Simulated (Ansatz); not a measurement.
**MgI2: relaxed-ion elastic tensor**

The calculation used DFT PBE, scalar-relativistic, plane waves, PAW in Ansatz 0.2.0. Plane waves to 420 eV; Γ-centred k mesh 6×6×4; fixed occupations. No spin polarisation.

Relaxed structure:
```
Mg I
1.0
     4.39980    0.00000    0.00000
     0.00000    4.39980    0.00000
     0.00000    0.00000    7.45462
Mg I
1 2
Cartesian
  0.0000 0.0000 0.0000
  2.1999 0.0000 1.6833
  0.0000 2.1999 5.7714
```

The structure comes from a generated guess, relaxed at this level; another structure or a mixture of phases may lie lower. Spin–orbit coupling is left out, which matters for heavy elements. No dispersion correction is applied, so modes and constants that involve weak contacts between layers, chains or molecules come out too soft.

**Question.** Give the relaxed-ion elastic constants (GPa, Voigt order xx yy zz yz xz xy, on the Cartesian axes of the cell above).

**Answer.**
C11 = 22.6, C12 = -1.4, C13 = 0.6, C22 = 22.6, C23 = 0.6, C33 = 1.4, C44 = 0.2, C55 = 0.2, C66 = 0.9 GPa; the others vanish.

**Question.** Is the crystal stable against homogeneous strain?

**Answer.** Yes: the least eigenvalue of the tensor is 0.2 GPa.

**Question.** And the moduli of a polycrystal (Hill averages)?

**Answer.** B = 3 GPa, G = 2 GPa, E = 5 GPa, ν = 0.25.
